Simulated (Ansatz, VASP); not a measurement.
## HfN in VASP and in Ansatz

Contents of INCAR:

```
  ALGO = Normal
  EDIFF = 1E-6
  ENCUT = 520
  GGA = PE
  ISIF = 2
  ISMEAR = 0
  LASPH = T
  LCHARG = F
  LREAL = F
  LWAVE = F
  NBANDS = 14
  NELM = 60
  PREC = Accurate
  SIGMA = 0.15
```

File KPOINTS:

```
k-points
0
Gamma
  16 16 16
```

POSCAR

```
HfN
1.0
    0.0000000000      2.3800011571      2.2738140414
    2.2738140414      0.0000000000      2.2738140414
    2.2738140414      2.3800011571      0.0000000000
Hf N
1 1
Direct
    0.0003347749     -0.0003347749      0.0003347749
    0.4957340399      0.5042659601      0.4957340399
```

Input for Ansatz:

```yaml
crystal:
  lattice:
    - [0.0, 2.3800011571, 2.2738140414]
    - [2.2738140414, 0.0, 2.2738140414]
    - [2.2738140414, 2.3800011571, 0.0]
  atoms:
    - { symbol: Hf, position: [0.0003347749, -0.0003347749, 0.0003347749] }
    - { symbol: "N", position: [0.4957340399, 0.5042659601, 0.4957340399] }
basis:
  ecutwfc: 520.0
kpoints:
  mp_grid: { grid: [16, 16, 16] }
hamiltonian:
  xc: pbe
  pseudopotentials: { kind: paw, azcp: { folder: soft_1 } }
scf:
  occupations: { method: gaussian, width: 0.15 }
output:
  forces: true
  stress: true
  eigenvalues: true
```

Change from the starting cell: mode 5 frozen in at -0.019 Å, normal strain along y +0.0467.

Alike in both runs: task single point; functional PBE; k mesh 16 × 16 × 16; occupations gaussian, width 0.15 eV; no spin polarisation.

|  | VASP | Ansatz |
| --- | --- | --- |
| version | VASP 6.6.1 | Ansatz 0.2.0 |
| potentials or method | VASP PAW PBE potentials, release 64 (Hf_pv, N) | scalar-relativistic, plane waves, PAW |
| plane-wave cutoff (eV) | 520 | 520 |
| valence electrons in the cell | 15 | 31 |

|  | VASP | Ansatz | Ansatz less VASP |
| --- | --- | --- | --- |
| gap on the k mesh at the Fermi level (eV) | none | none | - |
| pressure (GPa) | -11.9 | -9.7 | +2.16 |
| largest component of the traceless stress (GPa) | 10.25 | 10.43 | +0.187 |
| rms of the force components (eV/Å) | 0.075 | 0.075 | -0.0001 |

Atom by atom the forces differ by 0.000 eV/Å (rms over components). A gap of «none» marks a metal or a gap that the smearing closes. The two sets of potentials don't hold the same shells in valence.

The runs have no spin-orbit coupling, so splittings on Hf are missing.
